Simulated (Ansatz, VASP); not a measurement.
# One calculation of B, two programs

```
CELL_PARAMETERS angstrom
1.80983 0.00000 0.00000
0.00000 1.88524 0.00000
0.00000 0.00000 1.88524
ATOMIC_POSITIONS crystal
B 0.50000 0.50000 0.50000
```

Change from the starting cell: strain = -0.04.

Alike in both runs: task single point; functional PBE; k mesh 14 × 14 × 14; occupations fermi-dirac, width 0.05 eV; no spin polarisation.

|  | VASP | Ansatz |
| --- | --- | --- |
| version | VASP 6.6.1 | Ansatz 0.2.0 |
| potentials or method | VASP PAW PBE potentials, release 64 (B) | Ansatz PAW |
| plane-wave cutoff (eV) | 520 | 420 |
| valence electrons in the cell | 3 | 3 |

Ansatz gave:

| Quantity | Value |
| --- | --- |
| gap on the k mesh at the Fermi level (eV) | none |
| pressure (GPa) | 11.3 |
| largest component of the traceless stress (GPa) | 1.81 |

Problem. Which values does VASP return?

Solution. gap on the k mesh at the Fermi level (eV): none; pressure (GPa): 11.3; largest component of the traceless stress (GPa): 1.82.

A gap of «none» marks a metal or a gap that the smearing closes. With one functional, cell and mesh, what is left measures potentials, basis and numerics.

Caveats: the pressure holds a Pulay correction of +0.3 GPa for the finite cutoff (Ansatz).
